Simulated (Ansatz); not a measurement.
## The polar optical mode of ZnS at 12 GPa, worked through

Computed with DFT PBE, scalar-relativistic, plane waves, PAW (Ansatz). Settings: 420 eV plane-wave cutoff, Γ-centred 10×10×10 mesh, fixed occupations. No spin polarisation. Phonons by linear response, acoustic sum rule imposed.

The cell, relaxed at 12 GPa:
```cif
data_structure
_symmetry_space_group_name_H-M 'P 1'
_symmetry_Int_Tables_number 1
_cell_length_a 3.6866
_cell_length_b 3.6866
_cell_length_c 3.6866
_cell_angle_alpha 60.000
_cell_angle_beta 60.000
_cell_angle_gamma 60.000
_cell_volume 35.43
loop_
_atom_site_label
_atom_site_type_symbol
_atom_site_fract_x
_atom_site_fract_y
_atom_site_fract_z
_atom_site_occupancy
Zn1 Zn 0.00000 0.00000 0.00000 1
S1 S 0.75000 0.75000 0.75000 1
```

At this pressure the crystal is close to a known change of phase.

Linear response gives ν_TO = 324.2 cm⁻¹, Born charges ±1.845 e (positive on Zn) and ε∞ = 5.938. The primitive cell holds 35.431 Å³, and the masses are 65.380 and 32.060 amu.

Question: Find ν_LO and the static dielectric constant.

Answer: The long-wave field adds a restoring force: ω_LO² − ω_TO² = Z*²e²/(ε_vac ε∞ μV). In these units ν_LO² − ν_TO² = 4.92064×10⁷ Z*²/(μ V ε∞) cm⁻², with μ = m₁m₂/(m₁ + m₂) = 21.512 amu: 37015 cm⁻². So ν_LO = √(324.2² + 37015) = 377.0 cm⁻¹, and the run gives 377.0. Lyddane–Sachs–Teller then gives ε0 = ε∞ (ν_LO/ν_TO)² = 8.03, against 8.03 in the run (it forms both from the same three quantities, so the match checks the arithmetic only). Between ν_TO and ν_LO the dielectric function is negative and an undamped crystal reflects fully: a reststrahlen band from 26.5 to 30.8 μm.

Question: What do the Clausius–Mossotti polarisability and the Szigeti charge come to?

Answer: With the Lorentz local field, α = (3V/4π)(ε∞ − 1)/(ε∞ + 2) = 5.26 Å³ for the pair, and e_S = 3Z*/(ε∞ + 2) = 0.70 e. The Born charge includes the electrons' response to the dipole's own local field, and e_S takes that enhancement out. The Lorentz field assumes point-like polarisable ions, a poor picture once ε∞ is this large, since the electron clouds then overlap or are shared, so both numbers are formal here.

Question: How strongly does a slow electron couple to the LO mode?

Answer: For one isotropic parabolic band, Fröhlich's constant is α_F = (1/ε∞ − 1/ε0) √(m* Ry/ħω_LO), with Ry = 13.606 eV, ħω_LO = 46.7 meV and m* in free-electron masses: α_F = 0.0439 × 17.06 × √m* = 0.75 √m*. The band mass isn't part of this run; for m* = 0.1, 0.3 and 1 it gives 0.24, 0.41, 0.75. In weak coupling the polaron lies α_F ħω_LO below the band edge (19 meV at m* = 0.3) with a mass m*(1 + α_F/6); past α_F of about 5 or 6 that expansion fails. A semilocal functional's ε∞ tends to be too large, which taken alone lowers α_F.

Cost: 1 run of about 1.4 core-minutes, on Arm Neoverse V1 (shared hosts).

The LO–TO splitting is appreciable, but most of the static dielectric constant is already electronic: ε∞ is 5.938 out of a total of 8.03. This fits polar covalent, tetrahedral bonding, in which sulfur-derived valence states polarise readily into the conduction states and screen the field set up by the moving sublattices. The Born charge of 1.845 e lies near zinc's formal valence, yet it measures the charge flow that accompanies displacement, not a static ionic charge, and so is no evidence of nearly complete electron transfer.

The same screening limits the Fröhlich coupling. For a light, s-like conduction-band electron, as expected in zinc blende ZnS, the coupling is probably weak; the estimate doesn't carry over to holes, whose bands are degenerate and anisotropic at the valence-band top.

The firm TO mode says little about how near the phase change is, since the transformation to the rocksalt structure is first-order and reconstructive and needs no soft zone-centre optical mode; locating it would take a comparison of the two phases' enthalpies.
